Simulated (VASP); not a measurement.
CsI:

```
Cs I
1.0
     4.60808    0.00000    0.00000
     0.00000    4.60808    0.00000
     0.00000    0.00000    4.60808
Cs I
1 1
Direct
  0.00000 0.00000 0.00000
  0.50000 0.50000 0.50000
```

Base run:

- Program: VASP 6.6.1
- Functional: PBE
- Potentials or basis: VASP PAW PBE potentials, release 64 (Cs_sv, I)
- Cutoff: 520 eV
- k mesh: 4 × 4 × 4
- Occupations: fermi-dirac, width 0.05 eV
- Spin: no spin polarisation

Its results: band gap on the k mesh 3.79 eV, indirect (least direct gap 3.88 eV); pressure 0.5 GPa.

The run is repeated on the same cell with these changes: functional from PBE to HSE06; occupations from fermi-dirac, width 0.05 eV to gaussian, width 0.01 eV. What comes out?

Band gap on the k mesh 4.78 eV, indirect (least direct gap 4.88 eV); pressure 0.2 GPa.

Caveats: spin-orbit coupling is left out, which moves the levels of the heavy elements; the PAW data sets were made with another functional, which shifts forces and pressure a little (some runs).

A k mesh can miss the band edges.
